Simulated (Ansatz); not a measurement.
## CdS (Hawleyite): spin-orbit coupling beyond the local functionals

Wanted: gaps of CdS (Hawleyite) with and without spin-orbit coupling, with cost.

Method: density functionals with and without spin-orbit coupling, plane waves, PAW, in Ansatz 0.2.0.

**The experiments to reproduce.**

- Gap 2.42 eV: optical gap from inflexion point of photoacoustic spectrum, as-grown film; photoacoustic spectroscopy; film (as-grown chemical bath deposited film, about 0.25 um thick, deposited at 80 C) (“Study of the band--gap shift in CdS films: Influence of thermal annealing in different atmospheres”, 1995, arxiv:cond-mat/9501125).

### 1. The structure

The structure is cubic, space group F-43m (No. 216). Conventional cell: a = 5.833 Å, b = 5.833 Å, c = 5.833 Å, α = 90.00°, β = 90.00°, γ = 90.00°. Cd has 4 S at 2.53 Å nearest. Nearest to S lie 4 Cd at 2.53 Å. Farther neighbours and most contacts between anions are not listed.

The cell and positions come from the Crystallography Open Database and are kept as given unless a step says otherwise.

### 2. HSE06, 4×4×4 mesh

This step: DFT, HSE06, plane waves, PAW; PAW set soft_1.

The input, input.yaml:

```yaml
crystal:
  lattice:
    - [0.0, 2.9165, 2.9165]
    - [2.9165, 0.0, 2.9165]
    - [2.9165, 2.9165, 0.0]
  atoms:
    - { symbol: Cd, position: [0.0, 0.0, 0.0] }
    - { symbol: S, position: [0.25, 0.25, 0.25] }
kpoints:
  mp_grid: { grid: [4, 4, 4] }
  band_path:
    path:
      - [0.0, 0.0, 0.0]
      - [-0.5, -0.5, 0.0]
      - [-0.375, -0.375, 0.25]
      - [-0.375, 0.0, 0.375]
      - [0.0, 0.0, 0.5]
      - [-0.5, -0.25, 0.25]
    npoints: 1
hamiltonian:
  xc: hse06
  pseudopotentials: { kind: paw, azcp: { folder: soft_1 } }
scf:
  occupations: { method: fixed }
  n_extra_bands: 4
output:
  eigenvalues: true
```

Command:

```bash
ansatz run input.yaml --threads 3 --pin off --max-ram 92160MiB --backend cuda --events-out ev --progress --plain --runs-dir out --devices 1 --max-vram 13GiB
```

Numbers of over 12 decimals in the logs are rounded to 6 here.

Output:

```text
scf.n_extra_bands = 4 over 13 filled bands (N_el = 26.0): the run solves 17 bands
GPUs: using 1 of 1 available (devices: 1).
Engine: ansatz 0.2.0, x86_64-unknown-linux-gnu
Pseudopotentials: kind: paw
Pseudopotential: Cd, paw, valence charge 20, recommended cutoff 420 eV (normal), soft_1/Cd.paw.azcp
Pseudopotential: S, paw, valence charge 6, recommended cutoff 420 eV (normal), soft_1/S.paw.azcp
Functional definition: HSE06
  parameter a = 0.25
  parameter omega = 0.11/bohr
  exchange = pbe_x - a*pbe_x_sr(omega) + a*exact_x_sr(omega)
  correlation = pbe_c
davidson cushion auto → on  (no smearing: the cushion is to keep the highest requested band from converging to the state above it; pin scf.eigensolver.cushion to override)
device memory: the entry about to start is reckoned to put 0.8 GiB on a device that reports 54.5 GiB free (of which the cap on the GPU budget leaves the run 13.0 GiB)
GPU FFT provider: cuFFT
GPU libraries: cuBLAS 13.8.2, cuFFT 12.4.0, cuSOLVER 12.3.4
Crystal: 2 atoms, lattice volume = 49.615 Å³
Basis set: ecut = 420 eV, 941 PW (Γ)
Bands: 17, of which v1, the nominal top of the filled ones, is band 13 counted from 1 (12 counted from 0)
Symmetry: 24 space group operations
Space group: F-43m (ITA 216), of the structure as read, at distance tolerance 3.7e-5 Å
k-points: 8 of 64 (time reversal used)
Non-local potential: Cd, projectors of the file, l = 0: 3, l = 1: 2, l = 2: 2, l = 3: 1
Non-local potential: S, projectors of the file, l = 0: 2, l = 1: 2, l = 2: 1
PAW form: soft (Blöchl's): semilocal exchange-correlation on the pseudo side does not see the compensation charge
PAW frozen core: Cd, regenerated for the run's functional, and the local potential with it (the file was generated under x = pbe(κ = 0.804, μ = 0.219515), c = pbe(β = 0.066725))
PAW frozen core: S, regenerated for the run's functional, and the local potential with it (the file was generated under x = pbe(κ = 0.804, μ = 0.219515), c = pbe(β = 0.066725))
PAW one-centre angular grid: Cd, 590 points (default); XC on 64 Gauss nodes
PAW one-centre angular grid: S, 110 points (default); XC on 64 Gauss nodes
Initial density: superposition of atomic densities (chi_scale 0.1, normalization cell, long waves kept (reshape's long-wave potential 0.00 eV rms))
Initial wavefunctions: pseudopotential atomic-orbital guess
GPU buffer pool allocated for 27000 grid points (all kernels)
GPU transforms: local potential and band sums: pruned to the plane-wave sphere, on 27×27×27
Functional: x = pbe(κ = 0.804, μ = 0.219515), c = pbe(β = 0.066725), warm-up for x = pbe(κ = 0.804, μ = 0.219515) + 0.25 (exact − pbe) at short range (hse, ω = 0.207870 Å⁻¹), c = pbe(β = 0.066725); HSE06 as pw.x's `hse` composes it (authors' and Libxc's form: `xc: wpbeh`)
[...]
Exchange kernel: α = 0.2500, screened, ω = 0.2079 Å⁻¹, Wigner–Seitz truncation, v(0) = 1030.8879 eV·Å³, q-mesh 4×4×4, nearest image of the exchange supercell L = 16.50 Å, pair-density grid 15×15×15, without the augmentation charges, whose exchange is taken in its separable form by FFT convolution over the k-point mesh (sized by the pseudopotential files, 24×24×24 at the most), smooth part of the exact exchange by density-matrix convolution in up to 1.21 GiB of GPU memory as planned if the GPU has room (build and FFT work areas not counted)
Frozen-core exchange: fock
SCF iter   1: F=—  HF=-9162.230755 eV  |F-HF|=—  |Δ(HF+E_count)|=         —  Δρ=4.11e-5  dr2=2.86e-7  ethr=7.44e-7  ⟨swp⟩=2.8  Hψ=313  notcnv=0
preconditioner: auto → none  [insulator: Δε(μ)=2.175 eV  Ē_g=14.331 eV  n_scr=14 (ndim 8)  ℏωp=22.4 eV  f_vac=0.134]
SCF iter   2: F=—  HF=-9162.230756 eV  |F-HF|=—  |Δ(HF+E_count)|=   3.68e-7  Δρ=1.84e-5  dr2=1.22e-7  ethr=9.53e-10  ⟨swp⟩=4.0  Hψ=501  notcnv=0
iter 3 solved again at ethr=1.06e-11 eV; its pass at ethr=3.23e-10 eV (dr2=2.76e-9 eV) is discarded
SCF iter   3: F=-9162.230756 eV  HF=-9162.230756 eV  |F-HF|=1.17e-9  |Δ(HF+E_count)|=   1.99e-8  Δρ=4.47e-6  dr2=2.98e-8  ethr=1.06e-11  ⟨swp⟩=2.4  Hψ=674  notcnv=0
SCF 3 converged in 3 iterations: F = -9162.230756 eV  dr2 = 2.98e-8
hybrid outer 2: dexx = +3.173e-7 eV, tail = 7.92e-8 eV, Δε = 5.09e-3 eV (about 3.12e-4 eV left of the loop's levels)
device memory: the entry about to start is reckoned to put 0.3 GiB on a device that reports 51.1 GiB free (of which the cap on the GPU budget leaves the run 13.0 GiB)
NSCF: frozen V_eff on 6 k-points
hybrid SCF converged: 2 outer / 8 inner (+4 warm-up), last move |dexx| = 3.17e-7 eV, tail = 7.92e-8 eV
Stability not checked: this state was not tested for a lower state beside it, because the functional holds exact exchange (a hybrid, or Hartree-Fock), whose exchange loop this test does not read (fock_operator; see scf.lower_state_search)
Free energy (F): -9162.230756 eV
Frozen-core exchange: fock
Harris-Foulkes:  -9162.230756 eV  (|F-HF|=1.17e-9)
Internal energy: -9162.230756 eV  (E = F + TS)
E sigma→0 (E₀):  -9162.230756 eV
Fermi energy:    6.275158 eV
--- Per-component energies (eV) ---
  E_band       = -569.983682
  E_kinetic    = 546.926914
  E_local      = -4041.710423  (includes V_loc(G=0)·N_el)
  E_nonlocal   = 154.115562
  E_hartree    = 1842.930121
  E_xc         = -196.896721
  E_vxc        = -222.230452  (∫ρ·V_xc dr)
  E_exx        = -99.705869  (= α·E_x^exact, valence–valence)
  E_paw        = -4662.214028  (= ΣΔE_a)
  E_vpaw       = -493.532809  (= ΣTr[D̂ρ^β])
  E_aug_tail   = 0.000348  (compensation charges beyond the density's cutoff)
  E_ewald      = -2704.981299
  E_core_change = -0.695359  (= ΣΔE_core)
  E_smearing   = -0.000000  (= −TS)
  E_closure    = -0.000000  (closes the sum)
  Σ components = -9162.230756   (vs F -9162.230756, Δ=-1.82e-12)
--- Band table (eV; the first three rows and the last of 8) ---
  k-point 0: bands = [... 9 lower, -2.1314, 6.2752, 6.2752, 6.2752, 8.4503, 13.9781, 13.9781, 13.9781]
  k-point 1: bands = [... 9 lower, -2.1278, 3.6564, 5.8519, 5.8519, 10.1337, 13.6990, 14.5075, 14.5075]
  k-point 2: bands = [... 9 lower, -1.7091, 1.5913, 5.4713, 5.4713, 10.3880, 14.4247, 14.4247, 14.9363]
  k-point 7: bands = [... 9 lower, -1.4389, 2.1643, 3.8839, 3.9054, 12.6900, 13.0451, 14.7047, 15.3692]
```

It took 12 s on 1 × NVIDIA H100 80GB HBM3 (shared by 6 runs) with 3 threads of AMD EPYC 7R13 (Zen 3), shared host; peak memory 1 GiB; 9 s of CPU time.

The column dr2 measures how far the density is from self-consistency, as an energy; F and HF (Harris–Foulkes) agree once it is small.

Numbers from this step:

```
gap                     : 2.175 eV
valence top at          : Γ
conduction bottom at    : Γ
least direct gap        : 2.175 eV
exact-exchange fraction : 0.25
```

The gap is direct, at Γ.

### 3. HSE06+SOC, 4×4×4 mesh

The many-body steps leave out spin-orbit coupling, so its effect is taken from a two-component run, with twice the bands.

This step: DFT, HSE06 with spin-orbit coupling, plane waves, PAW; PAW set soft_1.

input.yaml, as its differences from that of step 2:

```diff
@@ -21,6 +21,9 @@
   xc: hse06
-  pseudopotentials: { kind: paw, azcp: { folder: soft_1 } }
+  pseudopotentials: { kind: paw_fr, azcp: { folder: soft_1 } }
 scf:
   occupations: { method: fixed }
-  n_extra_bands: 4
+  n_extra_bands: 8
+magnetization:
+  noncollinear: true
+  spin_orbit: true
 output:
```

Output:

```text
[...]
GPUs: using 1 of 1 available (devices: 1).
[...]
non-collinear run that drives no moment, with spin-orbit: no starting moment large enough to seed its density (crystal.atoms[].spin), no starting occupations that ask for one, no magnetisation constraint and no magnetic field, so the semilocal B_xc is pinned to zero
[...]
GPU FFT provider: cuFFT
GPU libraries: cuBLAS 13.8.2, cuFFT 12.4.0, cuSOLVER 12.3.4
Crystal: 2 atoms, lattice volume = 49.615 Å³
Basis set: ecut = 420 eV, 941 PW (Γ)
Bands: 34, of which v1, the nominal top of the filled ones, is band 26 counted from 1 (25 counted from 0)
Symmetry: 24 space group operations + 24 with time reversal
[...]
k-points: 8 of 64 (time reversal used)
Projection manifold: j_resolved (fully-relativistic pseudo-atomic orbitals)
[...]
GPU buffer pool allocated for 27000 grid points (all kernels)
[...]
SCF iter   1: F=—  HF=-9160.584374 eV  |F-HF|=—  |Δ(HF+E_count)|=         —  Δρ=2.76e-2  dr2=3.48e-1  dr2_m=0.00e0 (ungated)  ethr=1.00e-1  |M|=0.00e0 ∫|m|=0.00e0 μB  |m|>n=0.0e0 m-floor=0.0e0 τ_xc=0.0e0  β_m=0.30  ⟨swp⟩=5.2  Hψ=944  notcnv=0
[...]
SCF iter   5: F=-9160.538425 eV  HF=-9160.538425 eV  |F-HF|=3.80e-8  |Δ(HF+E_count)|=   3.67e-5  Δρ=1.25e-4  dr2=5.74e-6  dr2_m=0.00e0 (ungated)  ethr=5.80e-7  |M|=0.00e0 ∫|m|=0.00e0 μB  |m|>n=0.0e0 m-floor=0.0e0 τ_xc=0.0e0  ⟨swp⟩=4.0  Hψ=836  notcnv=0
SCF 1 stopped early in 5 iterations: F = -9160.538425 eV  dr2 = 5.74e-6
[...]
GPU FFT provider: cuFFT
GPU libraries: cuBLAS 13.8.2, cuFFT 12.4.0, cuSOLVER 12.3.4
Projection manifold: j_resolved (fully-relativistic pseudo-atomic orbitals)
[...]
GPU buffer pool allocated for 27000 grid points (all kernels)
[...]
Frozen-core exchange: fock
SCF iter   1: F=—  HF=-9161.300014 eV  |F-HF|=—  |Δ(HF+E_count)|=         —  Δρ=6.63e-3  dr2=1.73e-2  dr2_m=0.00e0 (ungated)  ethr=2.21e-7  |M|=0.00e0 ∫|m|=0.00e0 μB  |m|>n=0.0e0 m-floor=0.0e0 τ_xc=0.0e0  β_m=0.30  ⟨swp⟩=6.9  Hψ=1573  notcnv=0
[...]
SCF iter   5: F=-9161.301627 eV  HF=-9161.301629 eV  |F-HF|=2.06e-6  |Δ(HF+E_count)|=   9.17e-5  Δρ=9.71e-5  dr2=6.80e-6  dr2_m=0.00e0 (ungated)  ethr=2.04e-7  |M|=0.00e0 ∫|m|=0.00e0 μB  |m|>n=0.0e0 m-floor=0.0e0 τ_xc=0.0e0  ⟨swp⟩=3.6  Hψ=730  notcnv=0
SCF 2 stopped early in 5 iterations: F = -9161.301627 eV  dr2 = 6.80e-6
hybrid outer 1: dexx = +7.496e-3 eV, tail = 3.69e-5 eV
GPU FFT provider: cuFFT
GPU libraries: cuBLAS 13.8.2, cuFFT 12.4.0, cuSOLVER 12.3.4
Projection manifold: j_resolved (fully-relativistic pseudo-atomic orbitals)
GPU buffer pool allocated for 27000 grid points (all kernels)
[...]
Frozen-core exchange: fock
SCF iter   1: F=—  HF=-9161.301700 eV  |F-HF|=—  |Δ(HF+E_count)|=         —  Δρ=4.10e-5  dr2=4.92e-7  dr2_m=0.00e0 (ungated)  ethr=7.10e-7  |M|=0.00e0 ∫|m|=0.00e0 μB  |m|>n=0.0e0 m-floor=0.0e0 τ_xc=0.0e0  β_m=0.30  ⟨swp⟩=3.0  Hψ=623  notcnv=0
[...]
SCF iter   3: F=-9161.301700 eV  HF=-9161.301700 eV  |F-HF|=5.33e-8  |Δ(HF+E_count)|=   6.94e-9  Δρ=1.22e-5  dr2=7.46e-8  dr2_m=0.00e0 (ungated)  ethr=5.14e-10  |M|=0.00e0 ∫|m|=0.00e0 μB  |m|>n=0.0e0 m-floor=0.0e0 τ_xc=0.0e0  ⟨swp⟩=3.0  Hψ=808  notcnv=0
SCF 3 converged in 3 iterations: F = -9161.301700 eV  dr2 = 7.46e-8
[...]
the search or the solves at the SCF's close seem to have found levels that the self-consistency loop had missed (the run counts 2). By its estimate they hold under 1e-12 electrons; where the run keeps them, the occupations were computed again with them
[...]
NSCF: frozen V_eff on 6 k-points
[...]
Magnetization: |M| = 0.0000 μB,  M = (+0.0000, +0.0000, +0.0000) μB
Absolute magnetization: 0.0000 μB (∫|m|)
  site 0: m = (+0.0000, +0.0000, +0.0000) μB, |m| = 0.0000 μB  (R = 1.04 Å)
  site 1: m = (+0.0000, +0.0000, +0.0000) μB, |m| = 0.0000 μB  (R = 1.04 Å)
Free energy (F): -9161.301701 eV
Frozen-core exchange: fock
[...]
Internal energy: -9161.301701 eV  (E = F + TS)
E sigma→0 (E₀):  -9161.301701 eV
Fermi energy:    6.298023 eV
[...]
--- Band table (eV; the first three rows and the last of 8) ---
  k-point 0: bands = [... 22 lower, 6.2980, 6.2980, 6.2980, 6.2980, 8.4510, 8.4510, 13.6949, 13.6949, ... 4 higher]
  k-point 1: bands = [... 22 lower, 5.8282, 5.8282, 5.8622, 5.8940, 10.1323, 10.1323, 13.6820, 13.6820, ... 4 higher]
  k-point 2: bands = [... 22 lower, 5.4435, 5.4435, 5.4997, 5.4997, 10.3872, 10.3872, 14.3376, 14.3376, ... 4 higher]
  k-point 7: bands = [... 22 lower, 3.8310, 3.8996, 3.9208, 3.9248, 12.6813, 12.6991, 13.0285, 13.0632, ... 4 higher]
```

Run time: 20 s. Hardware: 1 × NVIDIA H100 80GB HBM3 (shared by 6 runs) with 3 threads; peak memory 1.3 GiB.

Numbers from this step:

```yaml
gap: 2.153 eV
valence_top_at: Γ
conduction_bottom_at: Γ
least_direct_gap: 2.153 eV
exact_exchange_fraction: 0.25
```

The gap stands −0.02 eV against HSE06.

### 4. Together

Times are wall times on 1 × NVIDIA H100 80GB HBM3 (shared by 6 runs) with 3 threads of AMD EPYC 7R13 (Zen 3), shared host, good to a factor of about two.

```
level  gap (eV)  with coupling (eV)  change (eV)  time  with coupling
HSE06      2.18                2.15        −0.02  12 s           20 s
```

### 5. Summary of results

- HSE06: 2.18 eV
- HSE06+SOC: 2.15 eV

Spin-orbit coupling changes the gap by −0.02 eV and the least direct gap by −0.02 eV. Against experiment, by HSE06+SOC: the gap of 2.15 eV lies −0.27 eV from the measured 2.42 eV (optical, 1995). An exciton line or allowed optical edge lies below the quasiparticle gap by the binding energy; a forbidden edge can push the onset above it. The lattice is static and excitons are left out.

[Paths, hosts, dates, memory and timing lines, banners, echoed tables and standing remarks are left out of the program output.]

[Logs are printed without paths, hosts, clocks, repeated set-up lines and the standing remarks that a program may print on its own settings, such as how far it seeks lower states.]

[Runs of the session that timed out or met a known fault of the program may be left out.]

[Cells called generated may have been cut or substituted from an entry of the Crystallography Open Database or the Materials Project.]

[Hosts, paths, dates, database ids (printed as entryN), source tags and the programs' standing remarks are cut or masked in the printed files.]
